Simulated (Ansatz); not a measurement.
**A computed series for GeO2: pressure series**

The reference is GeO₂ in the rutile structure (space group P4_2/mnm, No. 136).

```xyz
6
Lattice="4.4105 0.0000 0.0000 0.0000 4.4105 0.0000 0.0000 0.0000 2.8702" Properties=species:S:1:pos:R:3 pbc="T T T"
Ge     0.0000     0.0000     0.0000
Ge     2.2053     2.2053     1.4351
O      1.3496     1.3496     0.0000
O      3.5549     0.8556     1.4351
O      0.8556     3.5549     1.4351
O      3.0609     3.0609     0.0000
```

Cell and atoms are relaxed at each pressure.

All numbers come from Kohn–Sham DFT with the r2SCAN functional, run in Ansatz (a first-principles code) with PAW and 500 eV plane waves, spin-orbit coupling left out.

```json
[
 {"case": "base", "electron mass": "0.23 mₑ along c, 0.28 mₑ across (at Γ)", "band gap": "2.51 eV", "density": "6.22 g/cm³"},
 {"case": "pressure −2 GPa", "electron mass": "0.22 mₑ along c, 0.28 mₑ across (at Γ)", "band gap": "2.41 eV", "density": "6.17 g/cm³"},
 {"case": "pressure −1 GPa", "electron mass": "0.22 mₑ along c, 0.28 mₑ across (at Γ)", "band gap": "2.46 eV", "density": "6.20 g/cm³"},
 {"case": "pressure 1.8 GPa", "electron mass": "0.23 mₑ along c, 0.29 mₑ across (at Γ)", "band gap": "2.61 eV", "density": "6.27 g/cm³"},
 {"case": "pressure 4.2 GPa", "electron mass": "0.23 mₑ along c, 0.29 mₑ across (at Γ)", "band gap": "2.72 eV", "density": "6.33 g/cm³"},
 {"case": "pressure 9 GPa", "electron mass": "0.24 mₑ along c, 0.31 mₑ across (at Γ)", "band gap": "2.96 eV", "density": "6.44 g/cm³"},
 {"case": "pressure 18 GPa", "electron mass": "0.26 mₑ along c, 0.33 mₑ across (at Γ)", "band gap": "3.37 eV", "density": "6.62 g/cm³"},
 {"case": "pressure 30 GPa", "electron mass": "0.27 mₑ along c, 0.35 mₑ across (at Γ)", "band gap": "3.87 eV", "density": "6.84 g/cm³"},
 {"case": "pressure 45 GPa", "electron mass": "0.29 mₑ along c, 0.36 mₑ across (at Γ)", "band gap": "4.45 eV", "density": "7.09 g/cm³"},
 {"case": "pressure 60 GPa", "electron mass": "0.31 mₑ along c, 0.40 mₑ across (at Γ)", "band gap": "4.99 eV", "density": "7.31 g/cm³"}
]
```

Load acts through the strain it causes; cell and atoms are relaxed under it. Masses are band curvatures over ±0.01 Å⁻¹ around the edge. No phonon test of stability was made. Competing high-pressure phases were not computed.
